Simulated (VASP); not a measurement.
**MgS in VASP: convergence with k mesh**

Input of the first run (k mesh 2 × 2 × 1); the others differ in this setting and in those tied to it:

Contents of INCAR:

```
SYSTEM = MgS
PREC = Accurate
ENCUT = 520
EDIFF = 1E-7
ISMEAR = 0
SIGMA = 0.02
LREAL = .FALSE.
LASPH = .TRUE.
NELM = 80
ALGO = Normal
ISIF = 2
LWAVE = .FALSE.
LCHARG = .FALSE.
GGA = PE
```

The input KPOINTS:

```
regular mesh
0
G
  2 2 1
  0 0 0
```

POSCAR

```
MgS
1.0
    4.0346224068      0.0000000000      0.0000000000
   -2.0173112034      3.4940854990      0.0000000000
    0.0000000000      0.0000000000      6.4322941800
S Mg
2 2
Direct
    0.6666666667      0.3333333333      0.8792441500
    0.3333333333      0.6666666667      0.3792441500
    0.3333333333      0.6666666667      0.9957548500
    0.6666666667      0.3333333333      0.4957548500
```

Potentials or basis: VASP PAW PBE potentials, release 64 (S, Mg).

Run with:

```console
$ cat potpaw_PBE.64/S/POTCAR potpaw_PBE.64/Mg/POTCAR > POTCAR
$ mpirun -np 1 vasp_std > vasp.out
```

The cell comes from a database or a generator and needn't be the stable form of this composition.

Hardware: 1 thread of Intel(R) Xeon(R) 6975P-C (Granite Rapids), on a shared host.

Question: The values tried are 2 × 2 × 1, 3 × 3 × 2, 4 × 4 × 3, 6 × 6 × 3, 7 × 7 × 4, 9 × 9 × 5, 10 × 10 × 6, 12 × 12 × 7, loosest first. From which on does the energy stay within 1 meV/atom of the tightest run that finished?

Answer: From 6 × 6 × 3 on.

```tsv
k mesh	energy less the tightest run, at zero smearing (meV/atom)	pressure (GPa)	largest force (eV/Å)	gap on the mesh (eV)	SCF cycles	CPU time (s)	peak memory (GiB)
2 × 2 × 1	135.98	1.76	0.004	3.401	14	3.5	0.18
3 × 3 × 2	21.04	1.13	0.039	3.426	14	5.1	0.18
4 × 4 × 3	3.30	0.96	0.046	3.432	14	5.7	0.19
6 × 6 × 3	0.23	0.92	0.049	3.434	14	7.7	0.19
7 × 7 × 4	0.02	0.92	0.048	3.434	14	11	0.2
9 × 9 × 5	0.00	0.92	0.048	3.434	14	16	0.21
10 × 10 × 6	0.00	0.92	0.048	3.434	14	24	0.23
12 × 12 × 7	0.00	0.92	0.048	3.434	14	31	0.24
```

Against the tightest run, the pressure stays within 0.1 GPa from 4 × 4 × 3 on; the largest force stays within 0.005 eV/Å from 4 × 4 × 3 on; the gap on the mesh stays within 0.01 eV from 3 × 3 × 2 on. Meshes of other sizes hit other points, so gaps and Fermi surfaces needn't settle smoothly. The tightest run that finished is the yardstick and may itself not be fully converged.

Caveat, for the tightest run too: an odd mesh through Γ misses points on the zone boundary, where band edges often lie.
